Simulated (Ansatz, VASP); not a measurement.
# Two plane-wave programs on ScAl3

```
CELL_PARAMETERS angstrom
4.10591 0.00000 0.00000
0.00000 4.10591 0.00000
0.00000 0.00000 4.10591
ATOMIC_POSITIONS crystal
Sc 0.00000 0.00000 0.00000
Al 0.50000 0.00000 0.50000
Al 0.00000 0.50000 0.50000
Al 0.50000 0.50000 0.00000
```

Alike in both runs: functional PBE; k mesh 12 × 12 × 12; occupations gaussian, width 0.1 eV; no spin polarisation.

Ansatz relaxed the structure, and its values are those at the end. VASP's run is a single point on that final structure, the one shown.

|  | VASP | Ansatz |
| --- | --- | --- |
| version | VASP 6.6.1 | Ansatz 0.2.0 |
| potentials or method | VASP PAW PBE potentials, release 64 (Sc_sv, Al) | scalar-relativistic, plane waves, PAW |
| plane-wave cutoff (eV) | 520 | 420 |
| valence electrons in the cell | 20 | 20 |

|  | VASP | Ansatz | Ansatz less VASP |
| --- | --- | --- | --- |
| gap on the k mesh at the Fermi level (eV) | none | none | - |
| pressure (GPa) | 0.0 | 0.0 | -0.02 |

A gap of «none» marks a metal or a gap that the smearing closes.
